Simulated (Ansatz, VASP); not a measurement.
**MoS2 in VASP and in Ansatz**

Contents of INCAR:

```
SYSTEM = MoS2
PREC = Accurate
ENCUT = 520
EDIFF = 1E-7
ISMEAR = 0
SIGMA = 0.05
LREAL = .False.
LASPH = .True.
NELM = 150
ALGO = Normal
ISIF = 2
LWAVE = .False.
LCHARG = .False.
ISPIN = 2
MAGMOM = 2 0 0
LORBIT = 11
LMAXMIX = 4
LDAU = .True.
LDAUTYPE = 2
LDAUL = 2 -1
LDAUU = 4 0
LDAUJ = 0 0
LDAUPRINT = 1
GGA = PE
NBANDS = 24
```

Contents of KPOINTS:

```
regular mesh
0
Gamma
  7 7 7
  0 0 0
```

POSCAR

```
MoS2
1.0
    1.5855002900      0.9153890200      6.1149982500
   -1.5855002900      0.9153890200      6.1149982500
    0.0000000000     -1.8307780400      6.1149982500
Mo S
1 2
Direct
    0.0000000000      0.0000000000      0.0000000000
    0.7500000000      0.7500000000      0.7500000000
    0.2500000000      0.2500000000      0.2500000000
```

Input for Ansatz:

```yaml
crystal:
  lattice:
    - [1.58550029, 0.91538902, 6.11499825]
    - [-1.58550029, 0.91538902, 6.11499825]
    - [0.0, -1.83077804, 6.11499825]
  atoms:
    - { symbol: Mo, position: [0.0, 0.0, 0.0], spin: 2.0 }
    - { symbol: S, position: [0.75, 0.75, 0.75] }
    - { symbol: S, position: [0.25, 0.25, 0.25] }
basis:
  ecutwfc: 420
  ecutrho_ratio: 4
kpoints:
  mp_grid: { grid: [7, 7, 7] }
hamiltonian:
  xc: pbe
  hubbard: { sites: [{ site: 0, l: d, u_eff: 4.0 }] }
scf:
  occupations: { method: gaussian, width: 0.05 }
  lower_state_search: "off"
  max_iter: 150
output:
  forces: true
  stress: true
  eigenvalues: true
  populations: true
  hubbard: { sites: [{ site: 0, l: d }] }
magnetization:
  spin_polarized: true
```

Alike in both runs: task single point; functional PBE; k mesh 7 × 7 × 7; occupations gaussian, width 0.05 eV; collinear spin; Hubbard terms Mo d U = 4.0 eV.

|  | VASP | Ansatz |
| --- | --- | --- |
| version | VASP 6.6.1 | Ansatz 0.2.0 |
| potentials or method | VASP PAW PBE potentials, release 64 (Mo_sv, S) | scalar-relativistic, plane waves, PAW |
| plane-wave cutoff (eV) | 520 | 420 |
| valence electrons in the cell | 26 | 26 |

VASP gave:

* gap on the k mesh at the Fermi level (eV): none
* pressure (GPa): 10.5
* largest component of the traceless stress (GPa): 2.19
* rms of the force components (eV/Å): 0.569
* net moment per atom (μB): 0.05
* size of the moment on the site where the two differ most (μB): 0.12

**Question.** What did Ansatz give for the same quantities?

**Answer.** gap on the k mesh at the Fermi level (eV): none; pressure (GPa): 16.2; largest component of the traceless stress (GPa): 2.53; rms of the force components (eV/Å): 0.624; net moment per atom (μB): 0.49; size of the moment on the site where the two differ most (μB): 1.11.

The net moments differ so much that the two runs ended in different magnetic states, which moves the other rows too. Site moments also hang on the region over which each program counts them. The programs project onto different local orbitals, so the same U acts differently. Atom by atom the forces differ by 0.056 eV/Å (rms over components). A gap of «none» marks a metal or a gap that the smearing closes. Ansatz warned: «filled_band_counts_differ_across_k_points».

Caveats: the cell's inner coordinates are idealised or old, which leaves forces on the atoms. The state reached can hang on the start; a lower one may exist.
